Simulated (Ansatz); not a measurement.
From the elastic tensor of Si at 22 GPa (stress–strain coefficients) to moduli and sound speeds

Method: Ansatz 0.2.0, DFT PBE, scalar-relativistic, plane waves, PAW. Plane waves to 420 eV; Γ-centred k mesh 12×12×12; fixed occupations. No spin polarisation.

It takes space group Fd-3m (No. 227, cubic). The conventional cell has a = 5.164 Å, b = 5.164 Å, c = 5.164 Å, α = 90.00°, β = 90.00°, γ = 90.00°. Si (site symmetry -43m) is surrounded by 4 Si at 2.24 Å.

The real crystal has changed phase below this pressure. The bands were filled as in an insulator; under compression the gap may have closed between mesh points.

Relaxed-ion constants (GPa, on the Cartesian axes of the calculation):
C11 = 231.9, C12 = 142.5, C13 = 142.5, C22 = 231.9, C23 = 142.5, C33 = 231.9, C44 = 76.5, C55 = 76.5, C66 = 76.5 GPa; the others vanish.

Density 2.709 g/cm³; 2 atoms in 34.43 Å³.

The values that follow are for a polycrystal of randomly turned grains, by Hill's mean where one number stands.

With S = C⁻¹: B_V = (C11+C22+C33+2(C12+C13+C23))/9, G_V = (C11+C22+C33−C12−C13−C23+3(C44+C55+C66))/15, 1/B_R = S11+S22+S33+2(S12+S13+S23), 15/G_R = 4(S11+S22+S33−S12−S13−S23)+3(S44+S55+S66); Hill is their mean. Then v_l = √((B+4G/3)/ρ), v_t = √(G/ρ), v_m = [(2/v_t³+1/v_l³)/3]^(−1/3) and Θ = (ħ/k_B)·v_m·(6π²n/V)^(1/3) for n atoms in the volume V; E = 9BG/(3B+G), ν = (3B−2G)/(2(3B+G)) and A^U = 5G_V/G_R + B_V/B_R − 6.

- Bulk modulus, Voigt / Reuss / Hill: 172.3 / 172.3 / 172.3 GPa
- Shear modulus, Voigt / Reuss / Hill: 63.8 / 59.6 / 61.7 GPa
- Young's modulus: 165 GPa
- Poisson ratio: 0.340
- Pugh ratio B/G: 2.79
- Universal anisotropy index: 0.35
- Longitudinal and transverse sound speeds: 9694 and 4772 m/s
- Debye temperature from the mean sound speed: 618 K

Cost: 1 run of about 0.99 core-minutes, on Arm Neoverse N1 (shared hosts).

Compressed diamond-type Si resists volume change far better than shear: the bulk modulus is 172.3 GPa, against a Hill shear modulus of 61.7 GPa. Squeezing the short covalent bonds costs much energy, whereas shear can proceed largely by bending bond angles in the open tetrahedral network. The tetragonal shear, governed by C11 − C12, is softer than the one governed by C44, so Young's modulus is largest along the ⟨111⟩ bond directions.

At ambient pressure C12 lies below C44, a mark of strong angular forces; here the order is reversed. Part of that reversal comes from the pressure itself, which enters the stress–strain coefficients even for purely central forces. The Pugh ratio of 2.79 and the high Poisson ratio are therefore no evidence of metallic bonding or ductility.

The constants meet the cubic stability conditions under load, but only for homogeneous strains; they do not exclude a soft transverse acoustic mode at the zone boundary, where such modes in Si are known to weaken under compression.
